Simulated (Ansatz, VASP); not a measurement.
# SrTiO3 in VASP and in Ansatz

INCAR

```
ALGO = Normal ; EDIFF = 1E-6
ENCUT = 520 ; GGA = PE
ISIF = 2 ; ISMEAR = 0
LASPH = True ; LCHARG = False
LDAU = True ; LDAUJ = 0 0 0
LDAUL = -1 2 -1 ; LDAUPRINT = 1
LDAUTYPE = 2 ; LDAUU = 0 4 0
LMAXMIX = 4 ; LREAL = False
LWAVE = False ; NBANDS = 28
NELM = 150 ; PREC = Accurate
SIGMA = 0.02
```

Contents of KPOINTS:

```
k-points
0
Gamma
  8 8 8
```

The input POSCAR:

```
SrTiO3
1.0
    3.8906637527      0.0000000000      0.0000000000
    0.0000000000      3.8906637527      0.0000000000
    0.0000000000      0.0000000000      3.8906637527
Sr Ti O
1 1 3
Direct
    0.0000000000      0.0000000000      0.0000000000
    0.5000000000      0.5000000000      0.5000000000
    0.5000000000      0.0000000000      0.5000000000
    0.5000000000      0.5000000000      0.0000000000
    0.0000000000      0.5000000000      0.5000000000
```

Input for Ansatz:

```yaml
crystal:
  lattice:
    - [3.8906637512, 0.0, 0.0]
    - [0.0, 3.8906637512, 0.0]
    - [0.0, 0.0, 3.8906637512]
  atoms:
    - { symbol: Sr, position: [0.0, 0.0, 0.0] }
    - { symbol: Ti, position: [0.5, 0.5, 0.5] }
    - { symbol: O, position: [0.5, 0.0, 0.5] }
    - { symbol: O, position: [0.5, 0.5, 0.0] }
    - { symbol: O, position: [0.0, 0.5, 0.5] }
basis:
  ecutwfc: 420
kpoints:
  mp_grid: { grid: [8, 8, 8] }
  band_path: { path: [VBM, CBM], npoints: 2 }
hamiltonian:
  xc: pbe
  hubbard: { sites: [{ species: Ti, l: d, u_eff: 4.0 }] }
scf:
  occupations: { method: gaussian, width: 0.02 }
output:
  forces: true
  stress: true
  eigenvalues: true
checkpoint:
  read: start.run
  write: ck
  compress: false
  write_wavefunctions: false
  write_every: 100000
```

Alike in both runs: task single point; functional PBE; k mesh 8 × 8 × 8; occupations gaussian, width 0.02 eV; no spin polarisation; Hubbard terms Ti d U = 4.0 eV.

|  | VASP | Ansatz |
| --- | --- | --- |
| version | VASP 6.6.1 | Ansatz 0.2.0 |
| potentials or method | VASP PAW PBE potentials, release 64 (Sr_sv, Ti_sv, O) | scalar-relativistic, plane waves, PAW |
| plane-wave cutoff (eV) | 520 | 420 |
| valence electrons in the cell | 40 | 40 |

```tsv
	VASP	Ansatz	Ansatz less VASP
gap on the k mesh at the Fermi level (eV)	2.41	2.40	-0.006
least direct gap on the mesh (eV)	2.82	2.80	-0.013
pressure (GPa)	11.1	8.0	-3.11
```

The programs project onto different local orbitals, so the same U acts differently.

A k mesh can miss the band edges.
